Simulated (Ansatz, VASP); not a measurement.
## One calculation of B3As2, two programs

File INCAR:

```
SYSTEM = B3As2
PREC     = Accurate       ! precision mode
ENCUT    = 600            ! plane-wave cutoff, eV
EDIFF    = 1E-7           ! SCF threshold, eV
ISMEAR   = 0              ! smearing method
SIGMA    = 0.1            ! smearing width, eV
LREAL    = .FALSE.        ! projectors in reciprocal space
LASPH    = .TRUE.         ! aspherical terms in the spheres
NELM     = 60             ! most SCF steps
ALGO     = Normal         ! electronic algorithm
ISIF     = 3              ! what is computed and relaxed
LWAVE    = .FALSE.        ! write WAVECAR
LCHARG   = .FALSE.        ! write CHGCAR
GGA      = PE             ! functional
IBRION   = 2              ! ionic algorithm
NSW      = 90             ! ionic steps
EDIFFG   = -0.04          ! ionic threshold
```

The input KPOINTS:

```
Automatic mesh
0
G
  4 4 6
  0 0 0
```

POSCAR

```
B3As2
1.0
    2.2352698198     -5.3170105078      0.0000000000
    2.2352698198      5.3170105078      0.0000000000
    0.0000000000      0.0000000000      2.9360182284
B As
3 2
Direct
    0.6922366007      0.6922366007      0.5000000000
    0.3077633993      0.3077633993      0.5000000000
    0.5000000000      0.5000000000      0.0000000000
    0.8481603561      0.1518396439      0.5000000000
    0.1518396439      0.8481603561      0.5000000000
```

Input for Ansatz:

```yaml
crystal:
  lattice:
    - [2.2352698198, -5.3170105078, 0.0]
    - [2.2352698198, 5.3170105078, 0.0]
    - [0.0, 0.0, 2.9360182284]
  atoms:
    - { symbol: B, position: [0.6922366007, 0.6922366007, 0.5] }
    - { symbol: B, position: [0.3077633993, 0.3077633993, 0.5] }
    - { symbol: B, position: [0.5, 0.5, 0.0] }
    - { symbol: As, position: [0.8481603561, 0.1518396439, 0.5] }
    - { symbol: As, position: [0.1518396439, 0.8481603561, 0.5] }
basis:
  ecutwfc: 420
kpoints:
  mp_grid: { grid: [4, 4, 6] }
hamiltonian:
  xc: pbe
scf:
  occupations: { method: gaussian, width: 0.1 }
  lower_state_search: "off"
output:
  forces: true
  stress: true
  eigenvalues: true
relax:
  adjacent_minimum: "off"
  f_tol: 0.04
  max_steps: 70
  cell: { stress_tol: 0.4 }
```

Alike in both runs: task relaxation of cell and atoms; functional PBE; k mesh 4 × 4 × 6; occupations gaussian, width 0.1 eV; no spin polarisation.

```csv
,VASP,Ansatz
version,VASP 6.6.1,Ansatz 0.2.0
potentials or method,"VASP PAW PBE potentials, release 64 (B, As)","scalar-relativistic, plane waves, PAW"
plane-wave cutoff (eV),600,420
valence electrons in the cell,19,39
```

```csv
,VASP,Ansatz,Ansatz less VASP
"gap on the k mesh at the Fermi level, each at its own relaxed structure (eV)",none,none,-
relaxed volume (Å³/atom),14.56,14.65,+0.090
relaxed cell length with the largest relative difference (Å),5.959,6.007,+0.0487
energy change over the relaxation (meV/atom),-14,-15,-0.6
```

A gap of «none» marks a metal or a gap that the smearing closes. The two sets of potentials don't hold the same shells in valence.

Caveats: the k mesh is coarse (spacing up to 0.38 Å⁻¹), so the values aren't converged.
